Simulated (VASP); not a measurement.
Consider the following.

```
AlLaO3
1.0
    3.77135     0.00000     0.00000
    0.00000     3.77135     0.00000
    0.00000     0.00000     3.77135
La Al O
1 1 3
Direct
  0.00000   0.00000   0.00000
  0.50000   0.50000   0.50000
  0.50000   0.00000   0.50000
  0.00000   0.50000   0.50000
  0.50000   0.50000   0.00000
```

Calculation: PBEsol GGA, VASP's PBE PAW potentials (set 64) (plane waves; VASP). Settings: 520 eV cut-off, 5×5×5 Γ-centred mesh, Gaussian smearing of 0.050 eV, potentials La Al O.

Problem. Estimate the energy per atom (σ→0), band gap (on the k-mesh) with the smallest direct gap where there is one.

Solution. 
- band gap (on the k-mesh) = 3.52 eV
- smallest direct gap (on the k-mesh) = 3.52 eV
- energy per atom (σ→0) = -8.418 eV/atom

Only differences to runs with the same potentials and settings are physical.

The compound is LaAlO3 in the cubic perovskite structure, the ideal cubic form; the compound distorts at low or room temperature. It was relaxed first. The start is the result of an earlier pass.
